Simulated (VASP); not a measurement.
# CaSe (Fm-3m) in VASP: settings compared

Aim: see how the results for CaSe move with the level of theory and the settings. Levels: LDA, PBEsol. Tasks: relaxation of cell and atoms.

Program: VASP 6.6.1. These are calculated values, not measurements. Logs are shortened: lines on timing, memory, paths and dates and some standing lists are left out, and cuts for length are marked.

## 1. Starting point

Symmetry: Fm-3m, No. 225, cubic system. Conventional cell: a = 5.912 Å, b = 5.912 Å, c = 5.912 Å, α = 90.00°, β = 90.00°, γ = 90.00°. Around Ca (site symmetry m-3m) lie 6 Se at 2.96 Å. Se (site symmetry m-3m) is surrounded by 6 Ca at 2.96 Å.

## 2. Relaxation of cell and atoms, LDA

The input, INCAR:

```
ALGO = Normal
EDIFF = 1E-6
EDIFFG = -0.01
ENCUT = 600
GGA = CA
IBRION = 2
ISIF = 3
ISMEAR = 0
LASPH = T
LCHARG = F
LREAL = F
LWAVE = F
NELM = 80
NSW = 90
PREC = Accurate
SIGMA = 0.03
```

The input, KPOINTS:

```
k-points
0
Gamma
  8 8 8
```

The input, POSCAR:

```
CaSe
1.0
    0.0000000000      2.9560000000      2.9560000000
    2.9560000000      0.0000000000      2.9560000000
    2.9560000000      2.9560000000      0.0000000000
Ca Se
1 1
Direct
    0.0000000000      0.0000000000      0.0000000000
    0.5000000000      0.5000000000      0.5000000000
```

Potentials or basis: VASP PAW LDA potentials, release 64 (Ca_sv, Se).

Launch:

```console
> cat potpaw_LDA.64/Ca_sv/POTCAR potpaw_LDA.64/Se/POTCAR > POTCAR
> mpirun -np 1 vasp_std > vasp.out
```

OUTCAR:

```text
EDIFF = 1E-6
   EDIFFG = -0.01
   ENCUT = 600
   GGA = CA
   IBRION = 2
   ISIF = 3
   ISMEAR = 0
   LASPH = T
   LREAL = F
   NELM = 80
   NSW = 90
   PREC = Accurate

 ion  position               nearest neighbor table
   1  0.000  0.000  0.000-   2 2.96   2 2.96   2 2.96   2 2.96   2 2.96   2 2.96
   2  0.500  0.500  0.500-   1 2.96   1 2.96   1 2.96   1 2.96   1 2.96   1 2.96

  LATTYP: Found a face centered cubic cell.
 ALAT       =     5.9120000000

  Lattice vectors:

 A1 = (   0.0000000000,   2.9560000000,   2.9560000000)
 A2 = (   2.9560000000,   0.0000000000,   2.9560000000)
 A3 = (   2.9560000000,   2.9560000000,   0.0000000000)

Analysis of symmetry for initial positions (statically):
=====================================================================
 Subroutine PRICEL returns:
 Original cell was already a primitive cell.

 Routine SETGRP: Setting up the symmetry group for a
 face centered cubic supercell.

 Subroutine GETGRP returns: Found 48 space group operations
 (whereof 48 operations were pure point group operations)
 out of a pool of 48 trial point group operations.

The static configuration has the point symmetry O_h .

Analysis of symmetry for dynamics (positions and initial velocities):
=====================================================================
 Subroutine PRICEL returns:
 Original cell was already a primitive cell.

 Routine SETGRP: Setting up the symmetry group for a
 face centered cubic supercell.

 Subroutine GETGRP returns: Found 48 space group operations
 (whereof 48 operations were pure point group operations)
 out of a pool of 48 trial point group operations.

The dynamic configuration has the point symmetry O_h .

 Subroutine INISYM returns: Found 48 space group operations
 (whereof 48 operations are pure point group operations),
 and found     1 'primitive' translations

----------------------------------------------------------------------------------------

                                     Primitive cell

  volume of cell :      51.6587

  direct lattice vectors                    reciprocal lattice vectors
     0.000000000  2.956000000  2.956000000    -0.169147497  0.169147497  0.169147497
     2.956000000  0.000000000  2.956000000     0.169147497 -0.169147497  0.169147497
     2.956000000  2.956000000  0.000000000     0.169147497  0.169147497 -0.169147497

  length of vectors
     4.180415290  4.180415290  4.180415290     0.292972058  0.292972058  0.292972058

  position of ions in fractional coordinates (direct lattice)
     0.000000000  0.000000000  0.000000000
     0.500000000  0.500000000  0.500000000

  ion indices of the primitive-cell ions
   primitive index   ion index
                 1           1
                 2           2

----------------------------------------------------------------------------------------

 KPOINTS: k-points
[... 68 lines left out ...]
   EDIFF  = 0.1E-05   stopping-criterion for ELM
   LREAL  =      F    real-space projection
   EDIFFG = -.1E-01   stopping-criterion for IOM
   NSW    =     90    number of steps for IOM
   IBRION =      2    ionic relax: 0-MD 1-quasi-New 2-CG
   NFREE  =      1    steps in history (QN), initial steepest desc. (CG)
   ISIF   =      3    stress and relaxation
   ISYM   =      2    0-nonsym 1-usesym 2-fastsym
   POTIM  = 0.5000    time-step for ionic-motion
   TEBEG  =    0.0;   TEEND  =   0.0 temperature during run
   PSTRESS=    0.0 pullay stress
   NELECT =      16.0000    total number of electrons
   NUPDOWN=      -1.0000    fix difference up-down
   EMIN   =  10.00;   EMAX   =-10.00  energy-range for DOS
   EFERMI =   0.00;   METHOD = LEGACY
   ISMEAR =     0;   SIGMA  =   0.03  broadening in eV -4-tet -1-fermi 0-gaus
   EFERMI_NEDOS =   21; number of points for ismear=-14 and -15
   IALGO  =     38    algorithm
   IMIX   =      4    mixing-type and parameters
     AMIX     =   0.40;   BMIX     =  1.00
     AMIX_MAG =   1.60;   BMIX_MAG =  1.00
  volume/ion in A,a.u.               =      25.83       174.30
  Fermi-wavevector in a.u.,A,eV,Ry     =   1.107645  2.093145 16.692666  1.226876
  Thomas-Fermi vector in A             =   2.244161
   LORBIT       =      0    0 simple, 1 ext, 2 COOP (PROOUT), +10 PAW based schemes
   GGA     = CA    functional components
   LHFCALC =     F    Hartree Fock is set to
   AEXX    =    0.0000 exact exchange contribution
   IVDW    =     0    specifies the selected vdW correction
   LEPSILON=     F    determine dielectric tensor
   LRPA    =     F    only Hartree local field effects (RPA)
 conjugate gradient relaxation of ions
 non-spin polarized calculation
 Gauss-broadening in eV      SIGMA  =   0.03
  energy-cutoff  :      600.00
  volume of cell :       51.66
 maximum number of plane-waves:      1759
 NGX is ok and might be reduce to    36
   NGX = 17   NGY = 17   NGZ = 17

--------------------------------------- Ionic step        1  -------------------------------------------

 number of electron      16.0000000 magnetization

 Free energy of the ion-electron system (eV)
  ---------------------------------------------------
  ext. energy  EPLUGINS =         0.00000000
  ---------------------------------------------------
  free energy    TOTEN  =       -10.55734186 eV

  energy without entropy =      -10.55734186  energy(sigma->0) =      -10.55734186

 E-fermi :   2.5888     XC(G=0):  -9.5036

 val. band max:        2.3601266567   @ k =   0.0000   0.0000   0.0000
 cond. band min:       4.2196725020   @ k =   0.5000   0.5000   0.0000
 fundamental gap:      1.8595458452
 Fermi energy:         2.5888437205

 k-point     1 :       0.0000    0.0000    0.0000
  band No.  band energies     occupation
      1     -36.9121      2.00000
      2     -18.2035      2.00000
      3     -18.2035      2.00000
      4     -18.2035      2.00000
      5      -9.4844      2.00000
      6       2.3601      2.00000
      7       2.3601      2.00000
      8       2.3601      2.00000
      9       5.4736      0.00000
     10       5.9048      0.00000
     11       5.9048      0.00000
     12       5.9048      0.00000
[... 416 lines left out ...]
--------------------------------------- Ionic step        3  -------------------------------------------

 number of electron      16.0000000 magnetization

 Free energy of the ion-electron system (eV)
  ---------------------------------------------------
  ext. energy  EPLUGINS =         0.00000000
  ---------------------------------------------------
  free energy    TOTEN  =       -10.58422083 eV

  energy without entropy =      -10.58422083  energy(sigma->0) =      -10.58422083

 E-fermi :   3.0285     XC(G=0):  -9.7437

 val. band max:        2.7773519543   @ k =   0.0000   0.0000   0.0000
 cond. band min:       4.4877485022   @ k =   0.5000   0.5000   0.0000
 fundamental gap:      1.7103965479
 Fermi energy:         3.0285188680

 k-point     1 :       0.0000    0.0000    0.0000
  band No.  band energies     occupation
      1     -36.3349      2.00000
      2     -17.6374      2.00000
      3     -17.6374      2.00000
      4     -17.6374      2.00000
      5      -9.2722      2.00000
      6       2.7774      2.00000
      7       2.7774      2.00000
      8       2.7774      2.00000
      9       6.2078      0.00000
     10       6.2900      0.00000
     11       6.2900      0.00000
     12       6.2900      0.00000
[... 374 lines left out ...]
  FREE ENERGIE OF THE ION-ELECTRON SYSTEM (eV)
  ---------------------------------------------------
  free  energy   TOTEN  =       -10.5842208336 eV

  energy  without entropy=      -10.5842208336  energy(sigma->0) =      -10.58422083

 reached required accuracy - stopping structural energy minimisation
```

CONTCAR:

```text
CaSe
   1.00000000000000
     0.0000000000000000    2.9005977951177440    2.9005977951177440
     2.9005977951177440    0.0000000000000000    2.9005977951177440
     2.9005977951177440    2.9005977951177440    0.0000000000000000
  Ca              Se
     1     1
Direct
     0.0000000000000000    0.0000000000000000    0.0000000000000000
     0.5000000000000000    0.5000000000000000    0.5000000000000000

  0.00000000E+00  0.00000000E+00  0.00000000E+00
  0.00000000E+00  0.00000000E+00  0.00000000E+00
```

Run time: 19 s. Hardware: 1 thread of Intel Xeon 6975P-C (Granite Rapids), shared host; peak memory 0.18 GiB.

Results:

* Free energy: -10.5842 eV
* Relaxed volume: 24.40 Å³/atom
* Relaxed cell: a = 4.102 Å, b = 4.102 Å, c = 4.102 Å, α = 60.00°, β = 60.00°, γ = 60.00°
* Space group after relaxing (to 0.05 Å): Fm-3m (No. 225)
* Energy gained by relaxing: 13.4 meV/atom
* Ionic steps: 3
* Pressure after relaxing: 0.0 GPa
* Band gap on the k mesh: 1.71 eV, indirect (least direct gap 2.71 eV)

The path:
```tsv
step	energy change (eV)	largest force (eV/Å)	pressure (GPa)	volume (Å³)
1	0.0000	0.0000	-2.88	51.66
2	-0.0258	0.0000	0.66	48.26
3	-0.0269	0.0000	0.00	48.81
```

Final structure:
```yaml
crystal:
  lattice:
    - [0.00000, 2.90060, 2.90060]
    - [2.90060, 0.00000, 2.90060]
    - [2.90060, 2.90060, 0.00000]
  atoms:
    - { symbol: Ca, position: [0.00000, 0.00000, 0.00000] }
    - { symbol: Se, position: [0.50000, 0.50000, 0.50000] }
```

Levels at points of the mesh, in eV from the valence-band top:
```tsv
k point	band 6	band 7	band 8	band 9	band 10	band 11
(0.00, 0.00, 0.00)	0.00	0.00	0.00	3.43	3.51	3.51
(0.50, 0.00, 0.00)	-3.57	-1.36	-1.36	4.47	5.48	5.49
(0.50, 0.50, 0.00)	-2.69	-1.00	-1.00	1.71	5.02	5.10
```

A k mesh can miss the band edges. As with any semilocal functional, this LDA gap is likely too small.

## 3. Relaxation of cell and atoms, LDA

This run uses another cell than the first one, of 24.40 Å³/atom, 0.945 times its volume.

INCAR, as its differences from that of step 2:

```diff
@@ -1,4 +1,4 @@
 ALGO = Normal
-EDIFF = 1E-6
-EDIFFG = -0.01
+EDIFF = 1E-7
+EDIFFG = -0.005
 ENCUT = 600
```

KPOINTS is that of step 2.

The input, POSCAR:

```
CaSe                                    
1.0
    0.0000000000      2.9005977951      2.9005977951
    2.9005977951      0.0000000000      2.9005977951
    2.9005977951      2.9005977951      0.0000000000
  Ca              Se            
     1     1
Direct
     0.0000000000000000    0.0000000000000000    0.0000000000000000
     0.5000000000000000    0.5000000000000000    0.5000000000000000
```

Potentials or basis: VASP PAW LDA potentials, release 64 (Ca_sv, Se).

Launch:

```console
> cat potpaw_LDA.64/Ca_sv/POTCAR potpaw_LDA.64/Se/POTCAR > POTCAR
> mpirun -np 1 vasp_std > vasp.out
```

Wall time 8.9 s (1 thread of Intel Xeon 6975P-C (Granite Rapids), shared host); peak memory 0.17 GiB.

Results (log left out):

- Free energy: -10.5840 eV
- Pressure after relaxing: 0.0 GPa
- Band gap on the k mesh: 1.71 eV, indirect (least direct gap 2.71 eV)

Final structure:
```cif
data_structure
_symmetry_space_group_name_H-M 'P 1'
_symmetry_Int_Tables_number 1
_cell_length_a 4.1021
_cell_length_b 4.1021
_cell_length_c 4.1021
_cell_angle_alpha 60.000
_cell_angle_beta 60.000
_cell_angle_gamma 60.000
_cell_volume 48.81
loop_
_atom_site_label
_atom_site_type_symbol
_atom_site_fract_x
_atom_site_fract_y
_atom_site_fract_z
_atom_site_occupancy
Ca1 Ca 0.00000 0.00000 0.00000 1
Se1 Se 0.50000 0.50000 0.50000 1
```

Levels at points of the mesh, in eV from the valence-band top:
```tsv
k point	band 6	band 7	band 8	band 9	band 10	band 11
(0.00, 0.00, 0.00)	0.00	0.00	0.00	3.43	3.51	3.51
(0.50, 0.00, 0.00)	-3.57	-1.36	-1.36	4.47	5.48	5.49
(0.50, 0.50, 0.00)	-2.69	-1.00	-1.00	1.71	5.02	5.10
```

Caveat: the relaxation stopped at its first step, so nothing moved. A k mesh can miss the band edges.

## 4. Relaxation of cell and atoms, PBEsol

The input, INCAR:

```
SYSTEM = CaSe
ALGO = Normal ; EDIFF = 1E-6
EDIFFG = -0.01 ; ENCUT = 600
GGA = PS ; IBRION = 2
ISIF = 3 ; ISMEAR = 0
LASPH = .True. ; LCHARG = .False.
LREAL = .False. ; LWAVE = .False.
NELM = 80 ; NSW = 90
PREC = Accurate ; SIGMA = 0.03
```

The input, KPOINTS:

```
k-points
0
Gamma
  8 8 8
  0 0 0
```

The input, POSCAR:

```
CaSe
1.0
    0.0000000000      2.9560000000      2.9560000000
    2.9560000000      0.0000000000      2.9560000000
    2.9560000000      2.9560000000      0.0000000000
Ca Se
1 1
Direct
    0.0000000000      0.0000000000      0.0000000000
    0.5000000000      0.5000000000      0.5000000000
```

Potentials or basis: VASP PAW PBE potentials, release 64 (Ca_sv, Se).

Launch:

```console
> cat potpaw_PBE.64/Ca_sv/POTCAR potpaw_PBE.64/Se/POTCAR > POTCAR
> mpirun -np 1 vasp_std > vasp.out
```

Wall time 25 s (1 thread of Intel Xeon Platinum 8559C (Emerald Rapids), shared host); peak memory 0.21 GiB.

Results (log left out):

```
Free energy                            : -10.0747 eV
Relaxed volume                         : 25.37 Å³/atom
Relaxed cell                           : a = 4.156 Å, b = 4.156 Å, c = 4.156 Å, α = 60.00°, β = 60.00°, γ = 60.00°
Space group after relaxing (to 0.05 Å) : Fm-3m (No. 225)
Energy gained by relaxing              : 1.3 meV/atom
Ionic steps                            : 3
Pressure after relaxing                : 0.0 GPa
Band gap on the k mesh                 : 1.88 eV, indirect (least direct gap 2.84 eV)
```

The path:
| step | energy change (eV) | largest force (eV/Å) | pressure (GPa) | volume (Å³) |
| --- | --- | --- | --- | --- |
| 1 | 0.0000 | 0.0000 | -0.90 | 51.66 |
| 2 | -0.0025 | 0.0000 | 0.16 | 50.59 |
| 3 | -0.0026 | 0.0000 | 0.01 | 50.74 |

Final structure:
```
Ca Se
1.0
     0.00000    2.93846    2.93846
     2.93846    0.00000    2.93846
     2.93846    2.93846    0.00000
Ca Se
1 1
Direct
  0.00000 0.00000 0.00000
  0.50000 0.50000 0.50000
```

Levels at points of the mesh, in eV from the valence-band top:
```tsv
k point	band 4	band 5	band 6	band 7	band 8	band 9	band 10	band 11	band 12
(0.00, 0.00, 0.00)	-20.56	-11.89	0.00	0.00	0.00	3.29	3.64	3.64	3.64
(0.50, 0.00, 0.00)	-20.57	-11.15	-3.41	-1.26	-1.26	4.41	5.50	5.53	5.53
(0.50, 0.50, 0.00)	-20.60	-11.29	-2.61	-0.97	-0.97	1.88	5.02	5.07	6.10
```

Caveat: the PAW data sets were made with another functional, which shifts forces and pressure a little. A k mesh can miss the band edges.
